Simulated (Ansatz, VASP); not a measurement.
# La in VASP and in Ansatz

The input INCAR:

```
SYSTEM = La
ALGO     = Normal         ! electronic algorithm
EDIFF    = 1E-7           ! SCF threshold, eV
ENCUT    = 520            ! plane-wave cutoff, eV
GGA      = RE             ! functional
ISIF     = 2              ! what is computed and relaxed
ISMEAR   = -1             ! smearing method
LASPH    = .TRUE.         ! aspherical terms in the spheres
LCHARG   = .FALSE.        ! write CHGCAR
LREAL    = .FALSE.        ! projectors in reciprocal space
LWAVE    = .FALSE.        ! write WAVECAR
NBANDS   = 18             ! bands
NELM     = 80             ! most SCF steps
PREC     = Accurate       ! precision mode
SIGMA    = 0.1            ! smearing width, eV
```

The input KPOINTS:

```
k-points
0
G
  9 9 9
  0 0 0
```

File POSCAR:

```
La
1.0
    0.0000000000      3.2753163199      3.2753163199
    3.2753163199      0.0000000000      3.2753163199
    3.2753163199      3.2753163199      0.0000000000
La
2
Direct
    0.1250000000      0.1250000000      0.1250000000
    0.8750000000      0.8750000000      0.8750000000
```

Input for Ansatz:

```yaml
crystal:
  lattice:
    - [0.0, 3.2753163199, 3.2753163199]
    - [3.2753163199, 0.0, 3.2753163199]
    - [3.2753163199, 3.2753163199, 0.0]
  atoms:
    - { symbol: La, position: [0.125, 0.125, 0.125] }
    - { symbol: La, position: [0.875, 0.875, 0.875] }
hamiltonian:
  xc: revpbe
  pseudopotentials:
    kind: paw
    azcp:
      La: "pseudopotentials/La.paw.azcp"
basis:
  ecutwfc: 420
  fft_grid_basis: typed
kpoints:
  mp_grid: { grid: [9, 9, 9], shift: [0, 0, 0] }
magnetization:
  spin_polarized: false
scf:
  occupations: { method: fermi_dirac, width: 0.1 }
  lower_state_search: "off"
output:
  stress: true
```

Alike in both runs: task single point; functional revPBE; k mesh 9 × 9 × 9; occupations fermi-dirac, width 0.1 eV; no spin polarisation.

|  | VASP | Ansatz |
| --- | --- | --- |
| version | VASP 6.6.1 | Ansatz 0.2.0 |
| potentials or method | VASP PAW PBE potentials, release 64 (La) | plane waves (420 eV) with PAW, scalar-relativistic |
| plane-wave cutoff (eV) | 520 | 420 |
| valence electrons in the cell | 22 | 22 |

Ansatz gave:

```
pressure (GPa) : 4.1
```

Problem. Estimate VASP's values.

Solution. Pressure (GPa): 4.0.

The functional is the same, so the differences come from potentials, cutoffs and numerics.

Caveats: the PAW data sets were made with another functional, which shifts forces and pressure a little (VASP). The runs have no spin-orbit coupling, so splittings on La are missing.
